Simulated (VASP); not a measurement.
A run of VASP 6.6.1 is set up as follows.

The input INCAR:

```
ALGO = Normal
EDIFF = 1E-5
ENCUT = 350
GGA = PS
ISIF = 2
ISMEAR = 0
ISPIN = 2
ISYM = 0
LASPH = True
LCHARG = False
LDAU = True
LDAUJ = 0 0
LDAUL = 2 -1
LDAUPRINT = 1
LDAUTYPE = 2
LDAUU = 2 0
LMAXMIX = 4
LORBIT = 11
LREAL = Auto
LWAVE = False
MAGMOM = 2 0 0 0 0 0 0 0 0 0 0 0 0 0 0 0 0 0 0 0 0 0 0 0
NBANDS = 75
NELM = 120
NUPDOWN = 2
PREC = Accurate
SIGMA = 0.03
```

Contents of KPOINTS:

```
k-points
0
Gamma
  2 3 3
```

File POSCAR:

```
Si23W                                   
1.0
    0.0000000000      8.1555000000      8.1555000000
    5.4370000000      0.0000000000      5.4370000000
    5.4370000000      5.4370000000      0.0000000000
  W               Si            
     1    23
Direct
     0.9966438255827125    0.9996477211641478    0.0002376096677904
     0.9997744247819077    0.9977597975747274    0.5012047755319282
     0.9991184487950051    0.5013059671884338    0.9979999023196786
     0.9989738150117535    0.5009270482374770    0.5018918798165855
     0.3326225033589150    0.0025413087418262    0.9997324278758958
     0.3374129569144500    0.9993378502511242    0.4957577781268830
     0.3368514806718652    0.4978930060798669    0.9976758178213150
     0.3331818080102000    0.5008985421393943    0.4988515756986732
     0.6684518646928311    0.9990123639369027    0.9972179398286187
     0.6645964962409789    0.9997841742740172    0.5044755401890672
     0.6635010056189222    0.5070179502295380    0.9984808244134843
     0.6666581698332954    0.5000714525578626    0.4988589297515706
     0.0842799406416873    0.1278164381650687    0.1278598631261811
     0.0880728336790308    0.1266384211404942    0.6136958628468956
     0.0874792600740495    0.6128596016731072    0.1276968896290024
     0.0840038521914581    0.6242585915966570    0.6245754342470633
     0.4200822835743164    0.1233333823096657    0.1213123654876873
     0.4150821268166127    0.1265262867598459    0.6263448831433671
     0.4140734972112492    0.6292164095633810    0.1246554301344848
     0.4169616488784539    0.6249267229626271    0.6233796999309008
     0.7374715640844688    0.1338872544916418    0.1313940744461554
     0.7508379000109118    0.1257432496360379    0.6233873333493679
     0.7502323324859349    0.6251988246080120    0.1243951082756997
     0.7493499608389900    0.6251366347181566    0.6240190543417118
```

Potentials or basis: VASP PAW PBE potentials, release 64 (W_sv, Si).

The run is started by

```sh
$ cat potpaw_PBE.64/W_sv/POTCAR potpaw_PBE.64/Si/POTCAR > POTCAR
$ mpirun -np 1 vasp_std > vasp.out
```

What does it give for the pressure?

1.1 GPa.

What does it give for the largest force?

0.028 eV/Å.

Stress tensor (GPa, compression positive):
```
 1.06 -0.04 -0.05
-0.04  1.07  0.06
-0.05  0.06  1.06
```

Caveat: the PAW data sets were made with another functional, which shifts forces and pressure a little; the total moment is fixed, so each spin has its own Fermi level; the U is typed as a test and isn't derived for this compound. The state reached can hang on the start; a lower one may exist.
